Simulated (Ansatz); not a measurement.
Crystal: KF (Carobbiite).

```
CELL_PARAMETERS angstrom
0.00000 2.67185 2.67185
2.67185 0.00000 2.67185
2.67185 2.67185 0.00000
ATOMIC_POSITIONS crystal
K 0.00000 0.00000 0.00000
F 0.50000 0.50000 0.50000
```

Base run:

* Program: Ansatz 0.2.0
* Functional: PBEsol
* Potentials or basis: all-electron LAPW, scalar-relativistic
* Cutoff: 203 eV (chosen from the basis error)
* Basis error allowed: 0.001 eV/atom
* k mesh: 9 × 9 × 9
* Occupations: fermi-dirac, width 0.05 eV
* Spin: no spin polarisation

Its results: band gap on the k mesh 6.04 eV, direct; pressure -0.7 GPa.

Question: The run is repeated on the same cell with these changes: functional from PBEsol to LDA. What comes out?

Answer: Band gap on the k mesh 5.80 eV, direct; pressure -3.5 GPa.

LDA binds more tightly than PBEsol, so the same cell stands under less pressure.
